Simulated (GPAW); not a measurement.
Runs of GPAW 26.7.0 on Ge. It takes space group P6_3mc (No. 186, hexagonal). Conventional cell: a = 4.050 Å, b = 4.050 Å, c = 10.993 Å, α = 90.00°, β = 90.00°, γ = 120.00°. Ge (site symmetry 3m) is surrounded by 3 Ge at 2.44 Å. Around Ge (site symmetry 3m) lie 3 Ge at 2.44 Å. This isn't the form of Ge at room conditions, which is diamond.

| level | gap on the mesh (eV) | pressure (GPa) | relaxed volume (Å³/atom) | largest force (eV/Å) |
| --- | --- | --- | --- | --- |
| PBEsol | none | 0.1 | 19.37 | 0.02 |
| PBEsol+D3 | none | 0.0 | 19.10 | - |
| PBEsol+D4 | none | 0.0 | (a) | - |
| PBEsol+D3(BJ)+ATM | none | 0.1 | (b) | 0.02 |
| PBEsol+D3(BJ) | none | 0.0 | 18.76 | - |

Alike in all rows: task relaxation of cell and atoms; potentials or basis PAW data sets generated in the run's folder for this functional, pw; no spin polarisation; cell relaxed; k mesh 7 × 7 × 2; cutoff (eV) 600; smearing fermi-dirac 0.05 eV.

Q: Estimate the missing entries.

A: (a) 19.00; (b) 18.81.

Caveats: later steps reuse the first step's grids; the volume moved by over 15 % at a fixed basis, so the end points are rough; pairwise dispersion overbinds metals, which lowers pressure and volume (some runs).

A k mesh can miss the band edges, and the runs leave out spin-orbit coupling on Ge.

A gap of «none» marks a metal or a gap under the smearing width.
